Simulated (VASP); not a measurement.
# SrCl2 in VASP: one cell, several levels of theory

Fluorite SrCl2, under -0.5 % strain along x alone is computed at one geometry. Runs: PBE, r2SCAN. The results are then set beside those of Ansatz 0.2.0 for the same cell.

The runs shown are made with VASP 6.6.1. PAW datasets, plane waves. The values are computed, spin-unpolarised, and not measurements.

## 1. The cell

The cell comes from an earlier relaxation with r2SCAN in another program, then strained, with the atoms relaxed again.

It is tetragonal, I4/mmm (No. 139); conventional cell a = 4.947 Å, c = 6.960 Å, 28.38 Å³ an atom. Around Sr lie 8 Cl at 3.02 Å; around Cl lie 4 Sr at 3.02 Å.

The structure in full:

```cif
data_structure
_symmetry_space_group_name_H-M 'P 1'
_symmetry_Int_Tables_number 1
_cell_length_a 4.9465
_cell_length_b 4.9342
_cell_length_c 4.9342
_cell_angle_alpha 60.166
_cell_angle_beta 59.917
_cell_angle_gamma 59.917
_cell_volume 85.15
loop_
_atom_site_label
_atom_site_type_symbol
_atom_site_fract_x
_atom_site_fract_y
_atom_site_fract_z
_atom_site_occupancy
Sr1 Sr 0.00000 0.00000 0.00000 1
Cl1 Cl 0.25000 0.25000 0.25000 1
Cl2 Cl 0.75000 0.75000 0.75000 1
```

## 2. PBE at this geometry

File INCAR:

```
ENCUT = 520.000000
SIGMA = 0.020000
EDIFF = 1.00e-07
GGA = PE
PREC = Accurate
IBRION = -1
ISIF = 2
ISMEAR = -1
NBANDS = 19
NELM = 120
NSW = 0
LASPH = .TRUE.
LCHARG = .FALSE.
LWAVE = .FALSE.
LREAL = .FALSE.
```

File KPOINTS:

```
KPOINTS created by Atomic Simulation Environment
0
Gamma
6 6 6
0 0 0
```

File KPOINTS_OPT:

```
special points
7
Reciprocal
0.0000000000 0.0000000000 0.0000000000 1
0.5000000000 0.0000000000 0.5000000000 1
0.6250000000 0.2500000000 0.6250000000 1
0.3750000000 0.3750000000 0.7500000000 1
0.5000000000 0.5000000000 0.5000000000 1
0.5000000000 0.2500000000 0.7500000000 1
0.0000000000 0.5000000000 0.5000000000 1
```

File POSCAR:

```
Sr Cl
 1.0000000000000000
     0.0000000000000000    3.4977180852999998    3.4977180852999998
     3.4802294948000001    0.0000000000000000    3.4977180852999998
     3.4802294948000001    3.4977180852999998    0.0000000000000000
 Sr  Cl
   1   2
Cartesian
  0.0000000000000000  0.0000000000000000  0.0000000000000000
  1.7401147473999998  1.7488590426499997  1.7488590426499997
  5.2203442422000004  5.2465771279499984  5.2465771279499984
```

Potentials: the recommended PBE PAW datasets, 24 valence electrons in the neutral cell.

The run is started by

```console
> mpirun -np 1 vasp_std
```

## 3. Single point with r2SCAN

File INCAR:

```
ENCUT = 520.000000
SIGMA = 0.010000
EDIFF = 1.00e-07
ALGO = Normal
METAGGA = R2SCAN
PREC = Accurate
IBRION = -1
ISIF = 2
ISMEAR = 0
NBANDS = 19
NELM = 120
NSW = 0
LASPH = .TRUE.
LCHARG = .FALSE.
LWAVE = .FALSE.
LREAL = .FALSE.
```

KPOINTS is that of step 2.

KPOINTS_OPT is that of step 2.

POSCAR is that of step 2.

Before running it: what results should come out? Wanted: for each run, gap; pressure; Ansatz: gap; Ansatz: pressure.

**Answer**, as computed:

```
 level  gap (eV)  pressure (GPa)  Ansatz: gap (eV)  Ansatz: pressure (GPa)
   PBE      5.31            0.96              5.31                    0.87
r2SCAN      5.93            0.22              5.93                    0.17
```

In words: The gap spans 5.31 eV (PBE) to 5.93 eV (r2SCAN). At this one volume the pressure spans 0.2 GPa (r2SCAN) to 1.0 GPa (PBE): PBE wants the largest cell and r2SCAN the smallest. The two programs agree on the gap within 0.01 eV, far less than the spread between functionals. The two codes have different PAW datasets and cutoffs.
